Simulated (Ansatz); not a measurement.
**Na2S: Na on a S site**

The calculation used DFT PBE, scalar-relativistic, plane waves, PAW in Ansatz 0.2.0. Settings: 420 eV cutoff, 2×2×2 k-mesh, shifted by half a step, Gaussian smearing of 0.01 eV, collinear spin in charge 0, -2 alone.

Host crystal, relaxed:

```yaml
crystal:
  lattice:
    - [0.00000, 3.28363, 3.28363]
    - [3.28363, 0.00000, 3.28363]
    - [3.28363, 3.28363, 0.00000]
  atoms:
    - { symbol: Na, position: [0.25000, 0.25000, 0.25000] }
    - { symbol: Na, position: [0.75000, 0.75000, 0.75000] }
    - { symbol: S, position: [0.00000, 0.00000, 0.00000] }
```

Supercell of 48 atoms, rows in host cell vectors: 1 1 -3; 1 1 1; 1 -3 1. Atoms relax at the host's cell, keeping the symmetry that the supercell leaves at the site. The cell is small, so energies carry finite-size errors of tenths of an eV. The host's Kohn–Sham gap is 2.45 eV. Atoms are taken from and returned to the elements' standard states. Charged cells are corrected for image charges with the computed static dielectric tensor (mean 7.0) and aligned with the host's potential at far atoms (alignment terms reach 0.28 eV; the program doubts the alignment in some charges, where it is up to 0.28 eV). No band-filling term is added, and the Fermi level counts from the host's valence band top.

Starting moments were lost in some runs.

Defect: Na on a S site set at (0.000, 0.000, 0.000) of the host cell. Before relaxation its nearest neighbours are 8 Na at 2.84 Å.

```json
{"charge": "0", "E_f at the valence band top (eV)": "5.65", "over the neutral state (eV)": "0.00", "moment (μB)": "0.50", "largest move (Å)": "0.31", "atoms near the site": "8 Na at 3.15 Å"}
{"charge": "-1", "E_f at the valence band top (eV)": "8.88", "over the neutral state (eV)": "3.23", "moment (μB)": "0.00", "largest move (Å)": "0.28", "atoms near the site": "8 Na at 3.12 Å"}
{"charge": "-2", "E_f at the valence band top (eV)": "12.63", "over the neutral state (eV)": "6.98", "moment (μB)": "0.00", "largest move (Å)": "0.25", "atoms near the site": "8 Na at 3.09 Å"}
```

Among the charges computed the stable one is 0 at the valence band top and stays so across the gap. In charge -1, -2 the extra carrier would gain by moving to a band edge of the host, so it isn't bound in the gap. In charge 0, -1, -2 the cell has partly filled bands: a level of the defect may be part filled, the carrier may sit in the host's bands, or levels may cross between the k points, so transitions that involve it are doubtful. Fractional moments come from partly filled bands of the small cell.